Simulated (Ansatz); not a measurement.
Write the native input for Ansatz 0.2.0 that does the following.

* Task: relaxation of cell and atoms
* Functional: PBEsol
* Dispersion: D4
* Potentials or basis: Ansatz PAW
* Cutoff: 420 eV (not typed: the program's choice for these potentials)
* k mesh: 13 × 13 × 13
* Occupations: fermi-dirac, width 0.05 eV
* Spin: no spin polarisation

Ga:

```
Ga
1.0
    -1.38440    1.38440    2.31122
     1.38440   -1.38440    2.31122
     1.38440    1.38440   -2.31122
Ga
1
Direct
  0.00000 0.00000 0.00000
```

This isn't the form of Ga at room conditions, which is orthorhombic.

One way to write it, as run:

input.yaml

```yaml
crystal:
  lattice:
    - [-1.3843987196, 1.3843987196, 2.3112238365]
    - [1.3843987196, -1.3843987196, 2.3112238365]
    - [1.3843987196, 1.3843987196, -2.3112238365]
  atoms:
    - { symbol: Ga, position: [0.0, 0.0, 0.0] }
hamiltonian:
  xc: pbesol
  pseudopotentials: { kind: paw }
  dispersion: d4
kpoints:
  mp_grid: { grid: [13, 13, 13] }
scf:
  occupations: { method: fermi_dirac, width: 0.05 }
output:
  forces: true
  stress: true
  eigenvalues: true
  write_density: true
  write_potential: true
  elf: true
  volumetric_format: npy
relax:
  f_tol: 0.01
  max_steps: 40
  cell: { stress_tol: 0.05 }
```

Potentials or basis: Ansatz PAW.

The run is started by

```console
$ ansatz run input.yaml --threads 2 --pin off --max-ram 5632MiB --backend cpu --events-out ev --progress --plain --runs-dir out
```

It gave:

```yaml
Relaxed_volume: 16.89 Å³/atom
Relaxed_cell: a = 2.961 Å, b = 2.961 Å, c = 2.961 Å, α = 124.66°, β = 124.66°, γ = 82.10°
Space_group_after_relaxing_to_0.05_Å: I4/mmm (No. 139)
Energy_gained_by_relaxing: 7.8 meV/atom
Ionic_steps: 7
Pressure_after_relaxing: 0.0 GPa
Band_gap_on_the_k_mesh: none (metal or under the smearing width)
```

Caveat: the plane-wave basis is chosen anew once the cell has moved, so the energies of steps on either side of that aren't comparable; pairwise dispersion overbinds metals, which lowers pressure and volume; the PAW data sets come from PBE, with cores solved anew for the run's functional, which leaves a small shift of forces and pressure.

Run time: 19 s on 2 threads of Arm Neoverse N1, with other jobs on the host, peak memory 0.33 GiB.
